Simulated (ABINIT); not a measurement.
## How the form of the self-energy moves the gap of GaN (P6_3mc)

Aim: compare treatments of exchange, screening and correlation for the gap of GaN (P6_3mc).

Program: ABINIT 10.8.3. Level of theory: PBE and many-body steps on it, plane waves. Results are calculated unless marked as measured.

The database entry behind the starting cell has ideal inner coordinates that were not refined, so it need not match the best structure at ambient conditions.

## (1) The starting structure

Symmetry: P6_3mc, No. 186, hexagonal system. Conventional cell: a = 3.190 Å, b = 3.190 Å, c = 5.189 Å, α = 90.00°, β = 90.00°, γ = 120.00°. Nearest to Ga lie 4 N at 1.95 Å. N has 4 Ga at 1.95 Å nearest. Farther neighbours and most contacts between anions are not listed.

The cell and positions come from the Crystallography Open Database and are kept as given unless a step says otherwise.

## (2) Empty states on the mesh, 3×3×2 mesh, 97 bands

This step: ABINIT 10.8.3; DFT, PBE, plane waves, norm-conserving pseudopotentials.

The sums over transitions need many empty states on a uniform mesh; this step solves for them.

run.abi reads:

```
acell 3*1.0 Angstrom
rprim 
  3.190000000016 -0.000000000004 0.000000000000
  -1.595000000005 2.762621038088 0.000000000000
  0.000000000000 0.000000000000 5.189000000000
ntypat 2
znucl 31 7
natom 4
typat 1 1 2 2
xred 
  0.666666666667 0.333333333333 0.000000000000
  0.333333333333 0.666666666667 0.500000000000
  0.666666666667 0.333333333333 0.375000000000
  0.333333333333 0.666666666667 0.875000000000
pp_dirpath "pseudos"
pseudos "Ga.upf, N.upf"
ecut 45
ngkpt 3 3 2
nshiftk 1
shiftk 0 0 0
kptopt 1
chksymbreak 0
iscf -2
irdden 1
istwfk *1
nband 97
nbdbuf 8
tolwfr 1e-09
nstep 60
prtvol 0
indata_prefix "in"
outdata_prefix "out"
tmpdata_prefix "tmp"
```

Launch:

```sh
$ OMP_NUM_THREADS=1 mpirun -n 6 abinit run.abi > log
```

Numbers of over 12 decimals in the logs are rounded to 6 here.

Output:

```text
.Version 10.8.3 of ABINIT. v10.8.2 released Aug 2026.

 Symmetries : space group P6_3 m c (#186); Bravais hP (primitive hexag.)
[... echo of the input left out ...]
== DATASET  1 ==================================================================
-   mpi_nproc: 6, omp_nthreads: 1 (-1 if OMP is not activated)

--- !DatasetInfo
iteration_state: {dtset: 1, }
dimensions: {natom: 4, nkpt: 6, mband: 97, nsppol: 1, nspinor: 1, nspden: 1, mpw: 4506, }
cutoff_energies: {ecut:  45.0, pawecutdg:  -1.0, }
[...]
2.39491    2.42879    2.44211    2.44211    2.53875    2.53875    2.56499    2.57428
   2.59055    2.59055    2.67955    2.71050    2.71051    2.71588    2.74353    2.74360
   2.78137
 prteigrs : prtvol=0 or 1, do not print more k-points.

== END DATASET(S) ==============================================================
================================================================================

 -outvars: echo values of variables after computation  --------
            nband          97
             nkpt           6
          spgroup         186
 [... the other variables as echoed above ...]

 Calculation completed.
```

Wall time 12 s (6 MPI ranks of INTEL XEON PLATINUM 8581C at 2.10GHz (Emerald Rapids), shared host); peak memory 0.51 GiB; 74 s of CPU time.

This step gave:

```yaml
gap: 1.919 eV
k_of_the_valence_top: 0, 0, 0
k_of_the_conduction_bottom: 0, 0, 0
least_direct_gap: 1.919 eV
k_points_computed: 6
lowest_point_of_the_top_converged_band_above_the_valence_top: 62.9568 eV
```

On this mesh the gap is 1.919 eV.

The density comes from a self-consistent run that is not shown.

## (3) Screening, 3×3×2 mesh, 89 bands, screening to 152.4 eV

The RPA dielectric matrix is built and inverted for each q.

This step: RPA screening on PBE, plane waves, norm-conserving pseudopotentials.

run.abi: that of step 2 with these lines changed.

```diff
@@ -22,10 +22,11 @@
 chksymbreak 0
-iscf -2
-irdden 1
 istwfk *1
-nband 97
-nbdbuf 8
-tolwfr 1e-09
-nstep 60
-prtvol 0
+occopt 1
+irdwfk 1
+optdriver 3
+nband 89
+ecuteps 5.6
+inclvkb 2
+awtr 1
+symchi 1
 indata_prefix "in"
```

Launch:

```sh
$ OMP_NUM_THREADS=1 mpirun -n 8 abinit run.abi > log
```

Output:

```text
.Version 10.8.3 of ABINIT. v10.8.2 released Aug 2026.

 Symmetries : space group P6_3 m c (#186); Bravais hP (primitive hexag.)
[... echo of the input left out ...]
== DATASET  1 ==================================================================
-   mpi_nproc: 8, omp_nthreads: 1 (-1 if OMP is not activated)

--- !DatasetInfo
iteration_state: {dtset: 1, }
dimensions: {natom: 4, nkpt: 6, mband: 89, nsppol: 1, nspinor: 1, nspden: 1, mpw: 4506, }
cutoff_energies: {ecut:  45.0, pawecutdg:  -1.0, }
electrons: {nelect:   5.20000000E+01, charge:   0.00000000E+00, occopt:   1.00000000E+00, tsmear:   1.00000000E-02, }

 SCREENING: Calculation of the susceptibility and dielectric matrices

 Based on a program developped by R.W. Godby, V. Olevano, G. Onida, and L. Reining.
 Incorporated in ABINIT by V. Olevano, G.-M. Rignanese, and M. Torrent.
.Using double precision arithmetic ; gwpc =  8

[... cell and pseudopotentials left out ...]
--------------------------------------------------------------------------------

 ==== K-mesh for the wavefunctions ====
 Number of points in the irreducible wedge :     6
[... list of points left out ...]
 Together with 12 symmetry operations and time-reversal symmetry
 yields    18 points in the full Brillouin Zone.

 ==== Q-mesh for the screening function ====
 Number of points in the irreducible wedge :     6
[... list of points left out ...]
 Together with 12 symmetry operations and time-reversal symmetry
 yields    18 points in the full Brillouin Zone.

 setmesh: FFT mesh size selected  =    24x   24x   40
          total number of points  =        23040

 vcoul_init : cutoff-mode = AUXILIARY_FUNCTION
 q-points for optical limit:   1
     1)      0.000010    0.000020    0.000030

- screening: taking advantage of time-reversal symmetry
- Maximum band index for partially occupied states nbvw = 26
- Remaining bands to be divided among processors   nbcw = 63
- Number of bands treated by each node ~7

 Number of electrons calculated from density =   52.0000; Expected =   52.0000
 average of density, n =  0.168504
 r_s =    1.1231
 omega_plasma =   39.5969 [eV]

 calculating chi0 at frequencies [eV] :
  1    0.000000E+00    0.000000E+00
  2    0.000000E+00    3.959690E+01

--------------------------------------------------------------------------------
  q-point number  1        q = ( 0.000000, 0.000000, 0.000000) [r.l.u.]
--------------------------------------------------------------------------------
[... chi0 elements left out ...]
 For q-point:  0.000010 0.000020 0.000030
  dielectric constant =   9.8535
  dielectric constant without local fields =  10.6271

  Average fulfillment of the sum rule on Im[epsilon] for q-point    1 :     32.93  [%]
[... wings left out ...]
  q-point number  2        q = ( 0.333333, 0.000000, 0.000000) [r.l.u.]
--------------------------------------------------------------------------------
[... chi0 elements left out ...]
  Average fulfillment of the sum rule on Im[epsilon] for q-point    2 :     36.49  [%]

 [... 4 further q-points ...]
```

It took 9.7 s on 8 MPI ranks; peak memory 1.3 GiB.

This step gave:

| Item | Value |
| --- | --- |
| ε∞ with local fields, on this mesh, along the program's q direction | 9.854 |
| the same without local fields | 10.63 |
| plasma frequency | 39.60 eV |
| plane waves in the screening matrix | 197 |

Local fields lower ε∞ by 7 %. On a Γ-centred mesh this coarse the value itself is usually too large, while a short band sum pulls it down.

## (4) G0W0, Godby-Needs plasmon pole

The self-energy is evaluated for the states that the input lists, and the levels follow from it, in one-shot runs by the linearised quasiparticle equation.

This step: G0W0 on PBE, plane waves, norm-conserving pseudopotentials.

run.abi: that of step 3 with these lines changed.

```diff
@@ -25,8 +25,15 @@
 irdwfk 1
-optdriver 3
+optdriver 4
 nband 89
+gwcalctyp 0
+ecutsigx 45
+symsigma 1
+nkptgw 1
+kptgw 
+  0.0000000000 0.0000000000 0.0000000000
+bdgw 
+  25 28
 ecuteps 5.6
-inclvkb 2
-awtr 1
-symchi 1
+irdscr 1
+ppmodel 1
 indata_prefix "in"
```

Output:

```text
.Version 10.8.3 of ABINIT. v10.8.2 released Aug 2026.

 Symmetries : space group P6_3 m c (#186); Bravais hP (primitive hexag.)
[... echo of the input left out ...]
== DATASET  1 ==================================================================
-   mpi_nproc: 8, omp_nthreads: 1 (-1 if OMP is not activated)

--- !DatasetInfo
iteration_state: {dtset: 1, }
dimensions: {natom: 4, nkpt: 6, mband: 89, nsppol: 1, nspinor: 1, nspden: 1, mpw: 4506, }
cutoff_energies: {ecut:  45.0, pawecutdg:  -1.0, }
electrons: {nelect:   5.20000000E+01, charge:   0.00000000E+00, occopt:   1.00000000E+00, tsmear:   1.00000000E-02, }

 SIGMA: Calculation of the GW corrections

 Based on a program developped by R.W. Godby, V. Olevano, G. Onida, and L. Reining.
 Incorporated in ABINIT by V. Olevano, G.-M. Rignanese, and M. Torrent.
.Using double precision arithmetic ; gwpc =  8

[... cell and pseudopotentials left out ...]
--------------------------------------------------------------------------------

 ==== K-mesh for the wavefunctions ====
 Number of points in the irreducible wedge :     6
[... list of points left out ...]
 Together with 12 symmetry operations and time-reversal symmetry
 yields    18 points in the full Brillouin Zone.

 ==== Q-mesh for screening function ====
 Number of points in the irreducible wedge :     6
[... list of points left out ...]
 Together with 12 symmetry operations and time-reversal symmetry
 yields    18 points in the full Brillouin Zone.

 vcoul_init : cutoff-mode = AUXILIARY_FUNCTION
 q-points for optical limit:   1
     1)      0.000010    0.000020    0.000030
 setmesh: FFT mesh size selected  =    32x   32x   60
          total number of points  =        61440

 Number of electrons calculated from density =   52.0000; Expected =   52.0000
 average of density, n =  0.168504
 r_s =    1.1231
 omega_plasma =   39.5969 [eV]

 === KS Band Gaps ===
  >>>> For spin  1
   Minimum direct gap =   1.9190 [eV], located at k-point      :   0.0000  0.0000  0.0000
   Fundamental gap    =   1.9190 [eV], Top of valence bands at :   0.0000  0.0000  0.0000
                                       Bottom of conduction at :   0.0000  0.0000  0.0000
 SIGMA fundamental parameters:
 PLASMON POLE MODEL  1
 number of plane-waves for SigmaX                 4427
 number of plane-waves for SigmaC and W            197
 number of plane-waves for wavefunctions          4427
 number of bands                                    89
 number of independent spin polarizations            1
 number of spinorial components                      1
 number of k-points in IBZ                           6
 number of q-points in IBZ                           6
 number of symmetry operations                      12
 number of k-points in BZ                           18
 number of q-points in BZ                           18
 number of frequencies for dSigma/dE                 9
 frequency step for dSigma/dE [eV]                0.25
 number of omega for Sigma on real axis              0
 max omega for Sigma on real axis  [eV]           0.00
 zcut for avoiding poles [eV]                     0.10

 EPSILON^-1 parameters (SCR file):
 dimension of the eps^-1 matrix on file            197
 dimension of the eps^-1 matrix used               197
 number of plane-waves for wavefunctions          4427
 number of bands                                    89
 number of q-points in IBZ                           6
 number of frequencies                               2
 number of real frequencies                          1
 number of imag frequencies                          1

 matrix elements of self-energy operator (all in [eV])

 Perturbative Calculation

--- !SelfEnergy_ee
iteration_state: {dtset: 1, }
kpoint     : [   0.000,    0.000,    0.000, ]
spin       : 1
KS_gap     :    1.919
QP_gap     :    2.612
Delta_QP_KS:    0.693
data: !SigmaeeData |
     Band     E0 <VxcDFT>   SigX SigC(E0)      Z dSigC/dE  Sig(E)    E-E0       E
       25   6.903 -19.100 -22.606   3.605   0.796  -0.257 -19.021   0.079   6.981
       26   6.903 -19.100 -22.606   3.605   0.796  -0.257 -19.021   0.079   6.981
       27   8.822 -14.182  -9.590  -3.652   0.821  -0.219 -13.410   0.772   9.593
       28  11.172 -13.937  -8.620  -4.202   0.830  -0.205 -13.011   0.926  12.098

== END DATASET(S) ==============================================================
================================================================================

 -outvars: echo values of variables after computation  --------
           etotal      0.0000000000E+00
            nband          89
             nkpt           6
          spgroup         186
 [... the other variables as echoed above ...]

 Calculation completed.
```

It took 3 s on 8 MPI ranks; peak memory 0.14 GiB.

This step gave:

```yaml
g0w0_gap_on_the_points_computed: 2.612 eV
starting_gap_on_the_mesh: 1.919 eV
k_of_the_valence_top: 0, 0, 0
k_of_the_conduction_bottom: 0, 0, 0
z_at_the_valence_top: 0.796
z_at_the_conduction_bottom: 0.821
least_direct_g0w0_gap_on_the_computed_points: 2.612 eV
```

The gap on the mesh goes from 1.92 eV to 2.61 eV, a correction of +0.69 eV.

## (5) G0W0, Hybertsen-Louie plasmon pole

run.abi: that of step 4 with these lines changed.

```diff
@@ -37,3 +37,3 @@
 irdscr 1
-ppmodel 1
+ppmodel 2
 indata_prefix "in"
```

Output:

```text
.Version 10.8.3 of ABINIT. v10.8.2 released Aug 2026.

 Symmetries : space group P6_3 m c (#186); Bravais hP (primitive hexag.)
[... echo of the input left out ...]
== DATASET  1 ==================================================================
-   mpi_nproc: 8, omp_nthreads: 1 (-1 if OMP is not activated)

--- !DatasetInfo
iteration_state: {dtset: 1, }
dimensions: {natom: 4, nkpt: 6, mband: 89, nsppol: 1, nspinor: 1, nspden: 1, mpw: 4506, }
cutoff_energies: {ecut:  45.0, pawecutdg:  -1.0, }
electrons: {nelect:   5.20000000E+01, charge:   0.00000000E+00, occopt:   1.00000000E+00, tsmear:   1.00000000E-02, }

 SIGMA: Calculation of the GW corrections

 Based on a program developped by R.W. Godby, V. Olevano, G. Onida, and L. Reining.
 Incorporated in ABINIT by V. Olevano, G.-M. Rignanese, and M. Torrent.
.Using double precision arithmetic ; gwpc =  8

[... cell and pseudopotentials left out ...]
--------------------------------------------------------------------------------

 ==== K-mesh for the wavefunctions ====
 Number of points in the irreducible wedge :     6
[... list of points left out ...]
 Together with 12 symmetry operations and time-reversal symmetry
 yields    18 points in the full Brillouin Zone.

 ==== Q-mesh for screening function ====
 Number of points in the irreducible wedge :     6
[... list of points left out ...]
 Together with 12 symmetry operations and time-reversal symmetry
 yields    18 points in the full Brillouin Zone.

 vcoul_init : cutoff-mode = AUXILIARY_FUNCTION
 q-points for optical limit:   1
     1)      0.000010    0.000020    0.000030
 setmesh: FFT mesh size selected  =    32x   32x   60
          total number of points  =        61440

 Number of electrons calculated from density =   52.0000; Expected =   52.0000
[...]
number of k-points in IBZ                           6
 number of q-points in IBZ                           6
 number of symmetry operations                      12
 number of k-points in BZ                           18
 number of q-points in BZ                           18
 number of frequencies for dSigma/dE                 9
 frequency step for dSigma/dE [eV]                0.25
 number of omega for Sigma on real axis              0
 max omega for Sigma on real axis  [eV]           0.00
 zcut for avoiding poles [eV]                     0.10

 EPSILON^-1 parameters (SCR file):
 dimension of the eps^-1 matrix on file            197
 dimension of the eps^-1 matrix used               197
 number of plane-waves for wavefunctions          4427
 number of bands                                    89
 number of q-points in IBZ                           6
 number of frequencies                               2
 number of real frequencies                          1
 number of imag frequencies                          1

 matrix elements of self-energy operator (all in [eV])

 Perturbative Calculation

--- !SelfEnergy_ee
iteration_state: {dtset: 1, }
kpoint     : [   0.000,    0.000,    0.000, ]
spin       : 1
KS_gap     :    1.919
QP_gap     :    2.567
Delta_QP_KS:    0.648
data: !SigmaeeData |
     Band     E0 <VxcDFT>   SigX SigC(E0)      Z dSigC/dE  Sig(E)    E-E0       E
       25   6.903 -19.100 -22.606   3.192   0.884  -0.132 -19.377  -0.277   6.625
       26   6.903 -19.100 -22.606   3.192   0.884  -0.132 -19.377  -0.277   6.625
       27   8.822 -14.182  -9.590  -4.175   0.890  -0.124 -13.811   0.371   9.192
       28  11.172 -13.937  -8.620  -4.802   0.890  -0.124 -13.479   0.459  11.631

== END DATASET(S) ==============================================================
================================================================================

 -outvars: echo values of variables after computation  --------
           etotal      0.0000000000E+00
            nband          89
             nkpt           6
          spgroup         186
 [... the other variables as echoed above ...]

 Calculation completed.
```

Elapsed: 3 s, on 8 MPI ranks; peak memory 0.59 GiB; 23 s of CPU time.

Numbers from this step:

* G0W0 gap on the points computed: 2.567 eV
* starting gap on the mesh: 1.919 eV
* k of the valence top: 0, 0, 0
* k of the conduction bottom: 0, 0, 0
* Z at the valence top: 0.884
* Z at the conduction bottom: 0.89
* least direct G0W0 gap on the computed points: 2.567 eV

Against G0W0 in ABINIT (3×3×2 mesh, 89 bands, screening to 152.4 eV, Godby-Needs plasmon pole), the gap moves by −0.045 eV.

## (6) G0W0, von der Linden-Horsch plasmon pole

run.abi: that of step 5 with these lines changed.

```diff
@@ -37,3 +37,3 @@
 irdscr 1
-ppmodel 2
+ppmodel 3
 indata_prefix "in"
```

Output:

```text
.Version 10.8.3 of ABINIT. v10.8.2 released Aug 2026.

 Symmetries : space group P6_3 m c (#186); Bravais hP (primitive hexag.)
[... echo of the input left out ...]
== DATASET  1 ==================================================================
-   mpi_nproc: 8, omp_nthreads: 1 (-1 if OMP is not activated)

--- !DatasetInfo
iteration_state: {dtset: 1, }
dimensions: {natom: 4, nkpt: 6, mband: 89, nsppol: 1, nspinor: 1, nspden: 1, mpw: 4506, }
cutoff_energies: {ecut:  45.0, pawecutdg:  -1.0, }
[...]
26   6.903 -19.100 -22.606   3.358   0.858  -0.165 -19.227  -0.127   6.775
       27   8.822 -14.182  -9.590  -3.985   0.882  -0.133 -13.646   0.536   9.357
       28  11.172 -13.937  -8.620  -4.529   0.891  -0.122 -13.235   0.703  11.875

== END DATASET(S) ==============================================================
================================================================================

 -outvars: echo values of variables after computation  --------
           etotal      0.0000000000E+00
            nband          89
             nkpt           6
          spgroup         186
 [... the other variables as echoed above ...]

 Calculation completed.
```

It took 2.8 s on 8 MPI ranks; peak memory 0.14 GiB.

This step gave:

| Item | Value |
| --- | --- |
| G0W0 gap on the points computed | 2.582 eV |
| starting gap on the mesh | 1.919 eV |
| k of the valence top | 0, 0, 0 |
| k of the conduction bottom | 0, 0, 0 |
| least direct G0W0 gap on the computed points | 2.582 eV |

Against G0W0 in ABINIT (3×3×2 mesh, 89 bands, screening to 152.4 eV, Godby-Needs plasmon pole), the gap moves by −0.030 eV.

## (7) G0W0, Engel-Farid plasmon pole

run.abi: that of step 6 with these lines changed.

```diff
@@ -37,3 +37,3 @@
 irdscr 1
-ppmodel 3
+ppmodel 4
 indata_prefix "in"
```

Output:

```text
.Version 10.8.3 of ABINIT. v10.8.2 released Aug 2026.

 Symmetries : space group P6_3 m c (#186); Bravais hP (primitive hexag.)
[... echo of the input left out ...]
== DATASET  1 ==================================================================
-   mpi_nproc: 8, omp_nthreads: 1 (-1 if OMP is not activated)

--- !DatasetInfo
iteration_state: {dtset: 1, }
dimensions: {natom: 4, nkpt: 6, mband: 89, nsppol: 1, nspinor: 1, nspden: 1, mpw: 4506, }
cutoff_energies: {ecut:  45.0, pawecutdg:  -1.0, }
[...]
26   6.903 -19.100 -22.606   3.496   0.812  -0.231 -19.108  -0.008   6.894
       27   8.822 -14.182  -9.590  -3.811   0.837  -0.195 -13.528   0.654   9.475
       28  11.172 -13.937  -8.620  -4.335   0.844  -0.185 -13.108   0.829  12.001

== END DATASET(S) ==============================================================
================================================================================

 -outvars: echo values of variables after computation  --------
           etotal      0.0000000000E+00
            nband          89
             nkpt           6
          spgroup         186
 [... the other variables as echoed above ...]

 Calculation completed.
```

Run time: 3 s. Hardware: 8 MPI ranks; peak memory 0.14 GiB; 22 s of CPU time.

This step gave:

* G0W0 gap on the points computed: 2.581 eV
* starting gap on the mesh: 1.919 eV
* k of the valence top: 0, 0, 0
* k of the conduction bottom: 0, 0, 0
* least direct G0W0 gap on the computed points: 2.581 eV

Against G0W0 in ABINIT (3×3×2 mesh, 89 bands, screening to 152.4 eV, Godby-Needs plasmon pole), the gap moves by −0.031 eV.

[end of part 1 of 2]

[Paths, hosts, dates, memory and timing lines, banners, echoed tables and standing remarks are left out of the program output.]

[Logs are printed without paths, hosts, clocks, repeated set-up lines and the standing remarks that a program may print on its own settings, such as how far it seeks lower states.]

[Runs of the session that timed out or met a known fault of the program may be left out.]

[Hosts, paths, dates, database ids (printed as entryN), source tags and the programs' standing remarks are cut or masked in the printed files.]

[G0W0 gaps are taken among the corrected bands and points alone; a level outside them can change the order at an edge.]

[Where Ansatz stands beside ABINIT at settings called matched, ABINIT's density can come from a denser mesh and the files from another edition; pairs whose starting gaps differed by over 0.03 eV were left out, so agreement reads better than it is.]
